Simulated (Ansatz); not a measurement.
## The band gap of NaI, sorted by core time

Symmetry: Fm-3m, No. 225, cubic system. The conventional cell has a = 6.473 Å, b = 6.473 Å, c = 6.473 Å, α = 90.00°, β = 90.00°, γ = 90.00°. I (site symmetry m-3m) has 6 Na at 3.24 Å as nearest neighbours. Around Na (site symmetry m-3m) lie 6 I at 3.24 Å.

| rung | level | program and potentials | cutoff (eV) | k mesh | task | spin | core time | chip | band gap (eV) | notes |
| --- | --- | --- | --- | --- | --- | --- | --- | --- | --- | --- |
| LDA | LDA | Ansatz, Ansatz PAW | 420 | 8 × 8 × 8 | band structure | off | 1.7 s | AMD EPYC 7R13 Zen 3 | 3.33 | potentials made for PBE, which Ansatz adapts in part |
| GGA | PBEsol | Ansatz, Ansatz PAW | 420 | 8 × 8 × 8 | band structure | off | 2.2 s | AMD EPYC 7R13 Zen 3 | 3.51 | potentials made for PBE, which Ansatz adapts in part |
| GGA | PBE | Ansatz, Ansatz PAW | 420 | 4 × 4 × 4 | band structure | off | 3.4 s | Intel Xeon | 3.64 | - |
| GGA | RPBE | Ansatz, Ansatz PAW | 420 | 4 × 4 × 4 | band structure | off | 3.4 s | Intel Xeon | 3.90 | potentials made for PBE, which Ansatz adapts in part |
| GGA | PBEsol | Ansatz, Ansatz PAW | 420 | 4 × 4 × 4 | band structure | off | 3.5 s | Intel Xeon | 3.51 | potentials made for PBE, which Ansatz adapts in part |
| GGA | BLYP | Ansatz, Ansatz PAW | 420 | 4 × 4 × 4 | band structure | off | 3.5 s | Intel Xeon | 3.72 | potentials made for PBE, which Ansatz adapts in part |
| meta-GGA | r2SCAN | Ansatz, Ansatz PAW | 500 | 8 × 8 × 8 | band structure | off | 4.9 s | AMD EPYC 7R13 Zen 3 | 4.43 | potentials made for PBE, which Ansatz adapts in part |
| LDA | LDA | Ansatz, Ansatz PAW | 420 | 4 × 4 × 4 | band structure | off | 5.1 s | Intel Xeon | 3.33 | potentials made for PBE, which Ansatz adapts in part |
| GGA | revPBE | Ansatz, Ansatz PAW | 420 | 4 × 4 × 4 | band structure | off | 5.1 s | Intel Xeon | 3.86 | potentials made for PBE, which Ansatz adapts in part |
| meta-GGA | r2SCAN | Ansatz, Ansatz PAW | 500 | 4 × 4 × 4 | band structure | off | 6.3 s | Intel Xeon | 4.43 | potentials made for PBE, which Ansatz adapts in part |
| G0W0 | G0W0 on PBE | Ansatz, Ansatz PAW | 420 | 4 × 4 × 4 | G0W0 quasiparticle levels | off | 14 s | AMD EPYC 7R13 Zen 3 | 5.66 | bands, basis or mesh of the many-body step not converged; response cutoff 220 eV, bands 502 |
| G0W0 | G0W0 on HSE06 | Ansatz, Ansatz PAW | 420 | 4 × 4 × 4 | G0W0 quasiparticle levels | off | 17 s | AMD EPYC 7R13 Zen 3 | 6.11 | bands, basis or mesh of the many-body step not converged; potentials made for PBE, which Ansatz adapts in part; response cutoff 120 eV, bands 202 |
| GGA | PBEsol | Ansatz, Ansatz PAW | 420 | 7 × 7 × 7 | band structure | SOC, no magnetisation | 24 s | Intel Xeon | 3.17 | potentials made for PBE, which Ansatz adapts in part |
| hybrid | PBE0 | Ansatz, Ansatz PAW | 420 | 6 × 6 × 6 | band structure | off | 37 s | AMD EPYC 7R13 Zen 3 | 5.34 | potentials made for PBE, which Ansatz adapts in part |
| hybrid | HSE06 | Ansatz, Ansatz PAW | 420 | 6 × 6 × 6 | band structure | off | 40 s | AMD EPYC 7R13 Zen 3 | 4.67 | potentials made for PBE, which Ansatz adapts in part |
| hybrid | PBE0 | Ansatz, Ansatz PAW | 420 | 4 × 4 × 4 | band structure | off | 2.1 min | Intel Xeon | 5.35 | coarse mesh; potentials made for PBE, which Ansatz adapts in part |
| hybrid | HSE06 | Ansatz, Ansatz PAW | 420 | 4 × 4 × 4 | band structure | off | 2.1 min | Intel Xeon | 4.68 | coarse mesh; potentials made for PBE, which Ansatz adapts in part |

Times are single runs on shared hosts and different chips, so they are rough; meshes, cutoffs and the tasks' sizes weigh on the time. Gaps are the least found on the k mesh or the band path, and a mesh can miss the band edges. The cell comes from a database and isn't always the measured one. Meshes differ between rows, which moves values too. All levels ran on this one cell, unrelaxed unless noted. Meshes are those of the run's cell of 2 atoms unless a note names another. Runs on faulty files, with rough fits or with known faults for this quantity aren't shown.

By rung: LDA 3.33; GGA 3.51 to 3.90; GGA with SOC 3.17; meta-GGA 4.43; hybrid 4.67 to 5.34; hybrid on coarse meshes 4.68 to 5.35; G0W0 on coarse settings 5.66 to 6.11 (eV).

The gap widens from LDA through the GGAs and r2SCAN to the hybrids, yet even PBE0, at 5.34 eV, stays below the known gap of NaI. The valence band edge is mainly I 5p and the conduction band edge has cation and anion s character, so the gap is essentially the cost of moving an electron out of the iodide shell. Semilocal Kohn-Sham gaps lack the derivative discontinuity, which is large in such a weakly screened ionic crystal. PBE0 opens the gap further than HSE06 because it keeps exact exchange at long range, as it does in strongly screened solids too. The weak screening suggests that the standard exchange fraction is too small here.

Spin-orbit coupling works the other way: it splits the I 5p states and raises the valence band edge, taking the PBEsol gap from 3.51 to 3.17 eV. A similar reduction probably applies to the scalar hybrid gaps, so their real shortfall is likely larger than it looks. The G0W0 values suggest a further opening, but don't establish its size or its dependence on the starting point.
